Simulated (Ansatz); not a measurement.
# SiC (P6_3mc) under several functionals

**Measured values to compare with.**

From a printed reference work, textbook, for a bulk crystal of SiC at 300 K: lattice constant a 3.0806 Å; lattice constant c 15.1173 Å.

Plane-wave DFT in Ansatz with scalar-relativistic PAW potentials. The same structure was relaxed (cell and atoms, symmetry kept) in separate runs at each level. No spin polarisation.

```csv
level,cutoff (eV),k mesh,V (Å³/atom),a (Å),c (Å),gap (eV)
r2SCAN,500,12×12×4,10.332,3.078,10.077,2.60
PBEsol,420,12×12×4,10.334,3.078,10.076,2.12
PBE,420,12×12×4,10.498,3.094,10.129,2.22
```

**Question.** Where does LDA (420 eV, k mesh 12×12×4) fall?

**Answer.** V (Å³/atom) 10.138, a (Å) 3.058, c (Å) 10.012, gap (eV) 2.18. Its volume is the smallest of the set. The usual order of volumes, LDA < PBEsol < PBE, holds here (10.138, 10.334, 10.498 Å³/atom). As a rule LDA overbinds; PBEsol, built on the gradient expansion of slowly varying densities, lies between LDA and PBE; PBE's stronger gradient term for exchange weakens bonds. r2SCAN lies 1.6 % under PBE in volume. Each gap belongs to its own cell, so it mixes the functional's effect with that of the volume; gaps are the least found on the k mesh or on a band path.

For PBE: Against the measured lattice constant a of SiC, 3.0806 Å (300 K; a printed reference work, textbook), the calculated 3.094 Å is off by +0.4 %. The measured c of this compound is far from this cell's, so the row may belong to another stacking. A measured lattice constant c of SiC is 15.1173 Å (300 K; a printed reference work, textbook); the calculated 10.129 Å misses it by -33.0 %. So large a difference can come from the functional (as between layers that it hardly binds), but also from another choice of axes, another phase or a misread value. A miss of over 4 % is beyond the usual error for strongly bound crystals; weak bonds between layers or molecules, another minimum of the same symmetry, another phase or composition in the sample, or a faulty compiled value are the usual causes, and none was traced here. The calculations are for 0 K without zero-point motion.

Cost: 4 runs of about 9 core-minutes in all, on Intel Xeon Processor @ 2.50GHz (Skylake/Cascade Lake), Intel Xeon Platinum 8259CL (Skylake/Cascade Lake), AMD EPYC (Zen 3) (shared hosts).